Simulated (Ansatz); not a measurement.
# Structures of InSe: which is lowest?

Plane-wave DFT in Ansatz with scalar-relativistic PAW potentials, cutoff 420 eV, Γ-centred meshes chosen by cell and gap, Gaussian smearing with energies taken to zero width. Every cell was relaxed (cell and atoms) in a run of its own, within the symmetry of its start. Functional: PBEsol+D3(BJ).

Relaxed structures (starts from databases or built by putting these elements on another compound's sites):
A. R3m, 4 atoms in the computed cell, a = 3.961 Å, c = 24.184 Å; sites (symmetry × multiplicity) In 3m × 3 + 3m × 3, Se 3m × 3 + 3m × 3; start: database
B. C2/m, 4 atoms in the computed cell, a = 11.811 Å, b = 4.089 Å, c = 4.228 Å, β = 110.8°; sites (symmetry × multiplicity) In m × 4, Se m × 4; start: database

Problem. Rank them by energy. Could pressure change the order?

Solution.
| structure | group | E − E(lowest) (meV/atom) | V (Å³/atom) | gap on mesh (eV) |
| --- | --- | --- | --- | --- |
| B | C2/m | 0.0 | 23.86 | 0.12 |
| A | R3m | 29.8 | 27.38 | 0.34 |

B is lowest, 30 meV/atom under A. The lowest is also the densest of these, so pressure wouldn't bring one of the others in at first order. Other structures may lie lower than all of these, and vibrations aren't counted.